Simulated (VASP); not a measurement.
Input of a VASP 6.6.1 run:

The input INCAR:

```
SYSTEM = Tl
PREC = Accurate
ENCUT = 600
EDIFF = 1E-6
ISMEAR = -1
SIGMA = 0.1
LREAL = .FALSE.
LASPH = .TRUE.
NELM = 80
ALGO = Fast
ISIF = 3
LWAVE = .FALSE.
LCHARG = .FALSE.
GGA = B5
ALDAX = 1.0
AGGAX = 1.0
AGGAC = 1.0
ALDAC = 0.0
IBRION = 2
NSW = 80
EDIFFG = -0.01
```

The input KPOINTS:

```
Automatic mesh
0
G
  11 11 6
  0 0 0
```

POSCAR

```
Tl
1.0
    3.4380020186      0.0000000000      0.0000000000
   -1.7190010093      2.9773970864      0.0000000000
    0.0000000000      0.0000000000      5.4780000000
Tl
2
Direct
    0.3333333333      0.6666666667      0.2500000000
    0.6666666667      0.3333333333      0.7500000000
```

Potentials or basis: VASP PAW PBE potentials, release 64 (Tl_d).

The run is started by

```sh
$ cat potpaw_PBE.64/Tl_d/POTCAR > POTCAR
$ mpirun -np 1 vasp_std > vasp.out
```

**Question.** Estimate the relaxed volume.

**Answer.** 35.61 Å³/atom.

**Question.** Predict the space group after relaxing (to 0.05 Å).

**Answer.** P6_3/mmc (No. 194).

The path:
```
step  energy change (eV)  largest force (eV/Å)  pressure (GPa)  volume (Å³)
   1              0.0000                0.0000            8.19        56.07
   2             -0.2917                0.0000            0.69        68.53
   3             -0.2964                0.0000           -0.18        71.59
   4             -0.2967                0.0000           -0.03        70.91
   5             -0.2966                0.0000            0.15        70.59
   6             -0.2985                0.0000            0.08        70.66
   7             -0.3017                0.0000            0.11        70.82
   8             -0.3019                0.0000            0.10        70.88
   9             -0.3019                0.0000            0.11        70.87
  10             -0.3019                0.0000            0.10        70.85
  11             -0.3019                0.0000            0.12        70.87
  12             -0.3021                0.0000           -0.11        71.35
  13             -0.3021                0.0000            0.03        71.23
```

Caveat: the volume moved by over 15 % at a fixed basis, so the end points are rough; the PAW data sets were made with another functional, which shifts forces and pressure a little; the volume moved by +27 % from the deposited cell, more than functionals usually miss. Spin-orbit coupling is left out, which matters for the levels of Tl.
